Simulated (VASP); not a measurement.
# SnTe (Fm-3m) in VASP: further runs, part 2 of 2

VASP 6.6.1. Earlier steps stand in the parts before.

### 4 Single point, PBE

This run uses another cell than the first one, of 32.53 Å³/atom, 1.095 times its volume.

INCAR

```
  ALGO = Normal
  EDIFF = 1E-6
  ENCUT = 500
  GGA = PE
  GGA_COMPAT = False
  ISIF = 2
  ISMEAR = 0
  LASPH = True
  LCHARG = False
  LREAL = False
  LWAVE = False
  NBANDS = 17
  NELM = 120
  PREC = Accurate
  SIGMA = 0.01
```

KPOINTS

```
k-points
0
Gamma
  6 6 6
```

POSCAR

```
SnTe
1.0
    0.0000000000      3.1923133075      3.1923133075
    3.1923133075      0.0000000000      3.1923133075
    3.1923133075      3.1923133075      0.0000000000
Sn Te
1 1
Direct
    0.0000000000      0.0000000000      0.0000000000
    0.5000000000      0.5000000000      0.5000000000
```

Potentials or basis: VASP PAW PBE potentials, release 64 (Sn_d, Te).

Started as:

```console
$ cat potpaw_PBE.64/Sn_d/POTCAR potpaw_PBE.64/Te/POTCAR > POTCAR
$ mpirun -np 1 vasp_std > vasp.out
```

OUTCAR:

```text
EDIFF = 1E-6
   ENCUT = 500
   GGA = PE
   ISIF = 2
   ISMEAR = 0
   LASPH = True
   LREAL = False
   NELM = 120
   PREC = Accurate

 ion  position               nearest neighbor table
   1  0.000  0.000  0.000-   2 3.19   2 3.19   2 3.19   2 3.19   2 3.19   2 3.19
   2  0.500  0.500  0.500-   1 3.19   1 3.19   1 3.19   1 3.19   1 3.19   1 3.19

  LATTYP: Found a face centered cubic cell.
 ALAT       =     6.3846266150

  Lattice vectors:

 A1 = (   0.0000000000,   3.1923133075,   3.1923133075)
[... 496 lines left out ...]
------------------------ aborting loop because EDIFF is reached ----------------------------------------

  FORCE on cell =-STRESS in cart. coord.  units (eV):
  Direction    XX          YY          ZZ          XY          YZ          ZX
  --------------------------------------------------------------------------------------
  -------------------------------------------------------------------------------------
  Total        0.2250150      0.2250150      0.2250150      0.0000000      0.0000000     -0.0000000
  in kB        5.5408397      5.5408397      5.5408397      0.0000000      0.0000000     -0.0000000
  external PRESSURE =       5.5408397 kB  Pullay stress =       0.0000000 kB

 VOLUME and BASIS-vectors are now :
 -----------------------------------------------------------------------------
  energy-cutoff  :      500.00
  volume of cell :       65.06
      direct lattice vectors                 reciprocal lattice vectors
     0.000000000  3.192313308  3.192313308    -0.156626231  0.156626231  0.156626231
     3.192313308  0.000000000  3.192313308     0.156626231 -0.156626231  0.156626231
     3.192313308  3.192313308  0.000000000     0.156626231  0.156626231 -0.156626231

 POSITION                                       TOTAL-FORCE (eV/Angst)
 -----------------------------------------------------------------------------------
      0.00000      0.00000      0.00000        -0.000000      0.000000      0.000000
      3.19231      3.19231      3.19231         0.000000     -0.000000     -0.000000
 -----------------------------------------------------------------------------------
    total drift:                               -0.000000      0.000000      0.000000

  FREE ENERGIE OF THE ION-ELECTRON SYSTEM (eV)
  ---------------------------------------------------
  free  energy   TOTEN  =        -7.5626933633 eV

  energy  without entropy=       -7.5625931145  energy(sigma->0) =       -7.56264324
```

stdout:

```text
POSCAR found type information on POSCAR SnTe
 POSCAR found :  2 types and       2 ions
 scaLAPACK will be used
 LDA part: xc-table for (Slater+PW92), standard interpolation
 POSCAR, INCAR and KPOINTS ok, starting setup
 FFT: planning ... GRIDC
 FFT: planning ... GRID_SOFT
 FFT: planning ... GRID
 WAVECAR not read
 entering main loop
```

It took 20 s on 1 thread of Intel Xeon Platinum 8259CL at 2.50GHz (Skylake/Cascade Lake), shared host; peak memory 0.2 GiB.

What came out:

```yaml
Free_energy: -7.5627 eV
Pressure: 0.6 GPa
Band_gap_on_the_k_mesh: 0.02 eV, direct
```

Caveat: spin-orbit coupling is left out, which moves the levels of the heavy elements.

### 5 Single point, PBE

This run uses another cell than the first one, of 33.47 Å³/atom, 1.126 times its volume.

INCAR

```
SYSTEM = SnTe
ALGO     = Normal         ! electronic algorithm
EDIFF    = 1E-6           ! SCF threshold, eV
ENCUT    = 500            ! plane-wave cutoff, eV
GGA      = PE             ! functional
GGA_COMPAT= .FALSE.      
ISIF     = 2              ! what is computed and relaxed
ISMEAR   = 0              ! smearing method
LASPH    = .TRUE.         ! aspherical terms in the spheres
LCHARG   = .FALSE.        ! write CHGCAR
LREAL    = .FALSE.        ! projectors in reciprocal space
LWAVE    = .FALSE.        ! write WAVECAR
NBANDS   = 17             ! bands
NELM     = 120            ! most SCF steps
PREC     = Accurate       ! precision mode
SIGMA    = 0.01           ! smearing width, eV
```

KPOINTS

```
k-points
0
G
  6 6 6
  0 0 0
```

POSCAR

```
SnTe
1.0
    0.0000000000      3.2227181213      3.2227181213
    3.2227181213      0.0000000000      3.2227181213
    3.2227181213      3.2227181213      0.0000000000
Sn Te
1 1
Direct
    0.0000000000      0.0000000000      0.0000000000
    0.5000000000      0.5000000000      0.5000000000
```

Potentials or basis: VASP PAW PBE potentials, release 64 (Sn_d, Te).

Started as:

```console
$ cat potpaw_PBE.64/Sn_d/POTCAR potpaw_PBE.64/Te/POTCAR > POTCAR
$ mpirun -np 1 vasp_std > vasp.out
```

OUTCAR:

```text
SYSTEM = SnTe
   EDIFF = 1E-6
   ENCUT = 500
   GGA = PE
   ISIF = 2
   ISMEAR = 0
   LASPH = .TRUE.
   LREAL = .FALSE.
   NELM = 120
   PREC = Accurate

 ion  position               nearest neighbor table
   1  0.000  0.000  0.000-   2 3.22   2 3.22   2 3.22   2 3.22   2 3.22   2 3.22
   2  0.500  0.500  0.500-   1 3.22   1 3.22   1 3.22   1 3.22   1 3.22   1 3.22

  LATTYP: Found a face centered cubic cell.
 ALAT       =     6.4454362426

  Lattice vectors:

 A1 = (   0.0000000000,   3.2227181213,   3.2227181213)
 A2 = (   3.2227181213,   0.0000000000,   3.2227181213)
 A3 = (   3.2227181213,   3.2227181213,   0.0000000000)

Analysis of symmetry for initial positions (statically):
=====================================================================
 Subroutine PRICEL returns:
 Original cell was already a primitive cell.

 Routine SETGRP: Setting up the symmetry group for a
 face centered cubic supercell.

 Subroutine GETGRP returns: Found 48 space group operations
 (whereof 48 operations were pure point group operations)
 out of a pool of 48 trial point group operations.

The static configuration has the point symmetry O_h .

Analysis of symmetry for dynamics (positions and initial velocities):
=====================================================================
 Subroutine PRICEL returns:
 Original cell was already a primitive cell.

 Routine SETGRP: Setting up the symmetry group for a
 face centered cubic supercell.

 Subroutine GETGRP returns: Found 48 space group operations
 (whereof 48 operations were pure point group operations)
 out of a pool of 48 trial point group operations.

The dynamic configuration has the point symmetry O_h .

 Subroutine INISYM returns: Found 48 space group operations
 (whereof 48 operations are pure point group operations),
 and found     1 'primitive' translations

----------------------------------------------------------------------------------------

[... 102 lines left out ...]
     AMIX     =   0.40;   BMIX     =  1.00
     AMIX_MAG =   1.60;   BMIX_MAG =  1.00
  volume/ion in A,a.u.               =      33.47       225.87
  Fermi-wavevector in a.u.,A,eV,Ry     =   1.094425  2.068163 16.296585  1.197765
  Thomas-Fermi vector in A             =   2.230729
   LORBIT       =      0    0 simple, 1 ext, 2 COOP (PROOUT), +10 PAW based schemes
   GGA     = PE    functional components
   LHFCALC =     F    Hartree Fock is set to
   AEXX    =    0.0000 exact exchange contribution
   IVDW    =     0    specifies the selected vdW correction
   LEPSILON=     F    determine dielectric tensor
   LRPA    =     F    only Hartree local field effects (RPA)
 non-spin polarized calculation
 Gauss-broadening in eV      SIGMA  =   0.01
  energy-cutoff  :      500.00
  volume of cell :       66.94
 maximum number of plane-waves:      1724
 NGX is ok and might be reduce to    36
   NGX = 17   NGY = 17   NGZ = 17

 number of electron      20.0000006 magnetization

 Free energy of the ion-electron system (eV)
  ---------------------------------------------------
  ext. energy  EPLUGINS =         0.00000000
  ---------------------------------------------------
  free energy    TOTEN  =        -7.56280329 eV

  energy without entropy =       -7.56280329  energy(sigma->0) =       -7.56280329

 E-fermi :   6.1402     XC(G=0):  -9.1941

 val. band max:        6.0938506927   @ k =   0.5000   0.0000   0.0000
 cond. band min:       6.1893322561   @ k =   0.5000   0.0000   0.0000
 fundamental gap:      0.0954815634
 Fermi energy:         6.1402292766

 k-point     1 :       0.0000    0.0000    0.0000
  band No.  band energies     occupation
      1     -15.7530      2.00000
      2     -15.7530      2.00000
      3     -15.7506      2.00000
      4     -15.7506      2.00000
      5     -15.7506      2.00000
      6      -6.1835      2.00000
[... 297 lines left out ...]
      4     -15.7454      2.00000
      5     -15.7426      2.00000
      6      -4.7679      2.00000
[... 9 lines left out ...]
     16      15.9234      0.00000
     17      17.0845      0.00000

------------------------ aborting loop because EDIFF is reached ----------------------------------------

  FORCE on cell =-STRESS in cart. coord.  units (eV):
  Direction    XX          YY          ZZ          XY          YZ          ZX
  --------------------------------------------------------------------------------------
  -------------------------------------------------------------------------------------
  Total       -0.2635853     -0.2635853     -0.2635853      0.0000000      0.0000000      0.0000000
  in kB       -6.3086271     -6.3086271     -6.3086271      0.0000000      0.0000000      0.0000000
  external PRESSURE =      -6.3086271 kB  Pullay stress =       0.0000000 kB

 VOLUME and BASIS-vectors are now :
 -----------------------------------------------------------------------------
  energy-cutoff  :      500.00
  volume of cell :       66.94
      direct lattice vectors                 reciprocal lattice vectors
     0.000000000  3.222718121  3.222718121    -0.155148536  0.155148536  0.155148536
     3.222718121  0.000000000  3.222718121     0.155148536 -0.155148536  0.155148536
     3.222718121  3.222718121  0.000000000     0.155148536  0.155148536 -0.155148536

 POSITION                                       TOTAL-FORCE (eV/Angst)
 -----------------------------------------------------------------------------------
      0.00000      0.00000      0.00000        -0.000000      0.000000      0.000000
      3.22272      3.22272      3.22272         0.000000      0.000000     -0.000000
 -----------------------------------------------------------------------------------
    total drift:                               -0.000000      0.000000      0.000000

  FREE ENERGIE OF THE ION-ELECTRON SYSTEM (eV)
  ---------------------------------------------------
  free  energy   TOTEN  =        -7.5628032912 eV

  energy  without entropy=       -7.5628032912  energy(sigma->0) =       -7.56280329
```

OSZICAR:

```text
N       E                     dE             d eps       ncg     rms          rms(c)
DAV:   1     0.119365057992E+03    0.11937E+03   -0.93154E+03   554   0.127E+03
DAV:   2     0.330106997884E+01   -0.11606E+03   -0.11346E+03   568   0.305E+02
DAV:   3    -0.730578503498E+01   -0.10607E+02   -0.10542E+02   694   0.862E+01
DAV:   4    -0.762301842393E+01   -0.31723E+00   -0.31701E+00   642   0.154E+01
DAV:   5    -0.763628454956E+01   -0.13266E-01   -0.13265E-01   720   0.301E+00    0.396E+00
DAV:   6    -0.756106232363E+01    0.75222E-01   -0.17896E-01   712   0.260E+00    0.249E+00
DAV:   7    -0.756177822606E+01   -0.71590E-03   -0.60686E-02   626   0.113E+00    0.886E-01
DAV:   8    -0.756272901520E+01   -0.95079E-03   -0.76608E-03   673   0.698E-01    0.165E-01
DAV:   9    -0.756279056025E+01   -0.61545E-04   -0.93629E-04   770   0.268E-01    0.490E-02
DAV:  10    -0.756279614727E+01   -0.55870E-05   -0.14429E-04   648   0.914E-02    0.213E-02
DAV:  11    -0.756280348134E+01   -0.73341E-05   -0.47699E-05   696   0.485E-02    0.258E-02
DAV:  12    -0.756280329121E+01    0.19014E-06   -0.25626E-06   645   0.870E-03
   1 F= -.75628033E+01 E0= -.75628033E+01  d E =-.511152E-13
```

It took 22 s on 1 thread of Intel Xeon Platinum 8259CL at 2.50GHz (Skylake/Cascade Lake), shared host; peak memory 0.2 GiB.

What came out:

| Item | Value |
| --- | --- |
| Free energy | -7.5628 eV |
| Pressure | -0.6 GPa |
| Band gap on the k mesh | 0.10 eV, direct |

Caveat: spin-orbit coupling is left out, which moves the levels of the heavy elements.

### 6 The runs side by side

| cell | gap on the mesh (eV) | pressure (GPa) |
| --- | --- | --- |
| a = 4.380 Å, angles 60.0°, 2 atoms | 0.26 | 5.2 |
| a = 4.471 Å, angles 60.0°, 2 atoms | 0.07 | 1.7 |
| a = 4.515 Å, angles 60.0°, 2 atoms | 0.02 | 0.6 |
| a = 4.558 Å, angles 60.0°, 2 atoms | 0.10 | -0.6 |

Alike in all rows: task single point; level PBE; potentials or basis VASP PAW PBE potentials, release 64 (Sn_d, Te); no spin polarisation; k mesh 6 × 6 × 6; cutoff (eV) 500; smearing gaussian 0.01 eV.

Caveats: spin-orbit coupling is left out, which moves the levels of the heavy elements.

Total energies depend on the potentials used, so only differences within one code and one set of settings carry meaning.

### 7 How close it comes

Step 3. A measured gap of SnTe is 0.18 eV (direct; 300 K; a printed reference work, textbook); the calculated 0.07 eV misses it by -0.11 eV. Spin-orbit coupling on Sn, Te is left out. The value is that of PBE on a finite k mesh, which can miss the band edges, without temperature or zero-point motion. Semilocal functionals fall short of measured gaps as a rule.

Step 4. Against the measured gap of SnTe, 0.18 eV (direct; 300 K; a printed reference work, textbook), the calculated 0.02 eV is off by -0.16 eV. Spin-orbit coupling on Sn, Te is left out. The value is that of PBE on a finite k mesh, which can miss the band edges, without temperature or zero-point motion. Semilocal functionals fall short of measured gaps as a rule.

Step 5. Measured gap of SnTe: 0.18 eV (direct; 300 K; a printed reference work, textbook). This calculation gives 0.10 eV (-0.08 eV). Spin-orbit coupling on Sn, Te is left out. The value is that of PBE on a finite k mesh, which can miss the band edges, without temperature or zero-point motion. Semilocal functionals fall short of measured gaps as a rule.
